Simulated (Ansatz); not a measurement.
Ir:

```
Ir
1.0
     2.75138    0.00000    0.00000
    -1.37569    2.38276    0.00000
     0.00000    0.00000    4.46229
Ir
2
Direct
  0.33333 0.66667 0.25000
  0.66667 0.33333 0.75000
```

This isn't the form of Ir at room conditions, which is fcc.

```yaml
Program: Ansatz 0.2.0
Task: relaxation of cell and atoms
Functional: revPBE
Dispersion: D4
Potentials_or_basis: Ansatz PAW
Cutoff: "420 eV (not typed: the program's choice for these potentials)"
k_mesh: 11 × 11 × 6
Occupations: fermi-dirac, width 0.05 eV
Spin: no spin polarisation
```

At the start: volume 14.63 Å³/atom.

Question: Where does the relaxation end?

Answer: It ends after 5 steps and the volume is 14.07 Å³/atom (-3.8 %); space group P6_3/mmc (No. 194, to 0.05 Å).

Step by step:
| step | energy change (eV) | largest force (eV/Å) | volume (Å³) |
| --- | --- | --- | --- |
| 1 | 0.0000 | 0.0000 | 29.25 |
| 2 | -0.0486 | 0.0000 | 28.31 |
| 3 | -0.0500 | 0.0000 | 28.12 |
| 4 | -0.0500 | 0.0000 | 28.13 |
| 5 | -0.0492 | 0.0000 | 28.13 |

Final structure:
```cif
data_structure
_symmetry_space_group_name_H-M 'P 1'
_symmetry_Int_Tables_number 1
_cell_length_a 2.7158
_cell_length_b 2.7158
_cell_length_c 4.4041
_cell_angle_alpha 90.000
_cell_angle_beta 90.000
_cell_angle_gamma 120.000
_cell_volume 28.13
loop_
_atom_site_label
_atom_site_type_symbol
_atom_site_fract_x
_atom_site_fract_y
_atom_site_fract_z
_atom_site_occupancy
Ir1 Ir 0.33333 0.66667 0.25000 1
Ir2 Ir 0.66667 0.33333 0.75000 1
```

Caveat: the plane-wave basis is chosen anew once the cell has moved, so the energies of steps on either side of that aren't comparable; pairwise dispersion overbinds metals, which lowers pressure and volume; the PAW data sets come from PBE, with cores solved anew for the run's functional, which leaves a small shift of forces and pressure.
